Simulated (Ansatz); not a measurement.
**A short bond in P**

```yaml
crystal:
  lattice:
    - [1.72573, 0.99635, 3.12968]
    - [-1.72573, 0.99635, 3.12968]
    - [0.00000, -1.99270, 3.12968]
  atoms:
    - { symbol: P, position: [0.22708, 0.22708, 0.22708] }
    - { symbol: P, position: [0.77292, 0.77292, 0.77292] }
```

The cell is Materials Project entry mp-130, used as a structure alone.

Its shortest bond, of 2.293 Å between atom 1 (P) and the nearest image of atom 2 (P), is scaled by moving both atoms along it, with the cell held. The force apart is half the difference of the two atoms' forces along the bond; it holds the pull and push of their other neighbours too.

All numbers are PBEsol results (scalar-relativistic) from Ansatz 0.2.0, with a Γ-centred 11×11×11 k mesh, Fermi–Dirac smearing of 0.05 eV, no spin polarisation. Methods: LAPW: all electrons, basis error target 1 meV/atom; PAW: frozen-core files, cutoff 420 eV.

Energies are extrapolated to zero smearing and count from the unscaled cell; pressure is positive in compression; gaps take the mesh and a band path. No temperature or zero-point motion is included.

The PAW files were made under PBE.

| bond (Å) | force apart (eV/Å) | P LAPW (GPa) | ΔE LAPW (eV/atom) | P PAW − LAPW (GPa) | ΔE PAW − LAPW (meV/atom) | force PAW − LAPW (eV/Å) |
| --- | --- | --- | --- | --- | --- | --- |
| 2.293 | 0.15 | -1.78 | 0.000 | -0.03 | 0.0 | 0.004 |
| 2.155 | 1.34 | 1.25 | 0.046 | -0.02 | 0.3 | 0.003 |
| 1.880 | 6.51 | 16.98 | ? | 0.03 | 0.7 | 0.012 |
| 1.743 | 12.47 | 35.6 | ? | 0.07 | 2.0 | 0.025 |

Q: Fill in "ΔE LAPW (eV/atom)" for the row "1.880".

A: 0.527.

Q: Give the missing entry: row "1.743", column "ΔE LAPW (eV/atom)".

A: 1.159.

Q: How do the Löwdin populations by LAPW change from the unscaled cell to the last row, on the two atoms of the bond?

A: P1 3s 1.65 → 1.52, P1 3p 3.28 → 3.38, P2 3s 1.65 → 1.52, P2 3p 3.28 → 3.38 electrons an atom. These are projections on the shells that the free atoms fill; 0.15 e a cell lies outside them at the start and 0.23 e at the end.
